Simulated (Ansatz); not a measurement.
`[SiH3][SiH2][GeH2][GeH2][SiH2][GeH3]` + `N=C(N)O` → `N=C(N)O[SiH3]` + `[SiH3][GeH2][GeH2][SiH2][GeH3]`  (cleavage of the Si–Si bond)

Program: Ansatz. Geometries: PBE0-D4/def2-TZVP. ΔE: electronic, gas phase. CCSD(T)/CBS adds triple-zeta CCSD(T) − MP2 to the extrapolated MP2 energy (def2 sets, frozen cores). Functionals use def2-TZVPP. For Ge outer-core shells are correlated without core-valence functions, which leaves a few kJ/mol of doubt a bond. Scalar relativity is left out up to krypton. One conformer a species, not always the lowest.

```csv
level,ΔE (eV)
BLYP,-0.76
CCSD(T)/def2-SVP,-0.64
```

What does CCSD(T)/CBS give? (Estimate.)

The calculation gave: -0.72 eV. The listed levels differ from it by -0.04, 0.08 eV.

Largest T1 diagnostic among the species: 0.013.

In def2-TZVPP, CCSD(T) changes the Hartree–Fock value by +0.28 eV (the triples alone add +0.04 eV) and MP2 by +0.22 eV. At CCSD(T), def2-SVP lies +0.08 eV from the extrapolated value and def2-TZVPP −0.00 eV.

CCSD(T)/CBS has its own doubt, a few kJ/mol and more with outer-core shells, so smaller differences from it don't rank the levels.
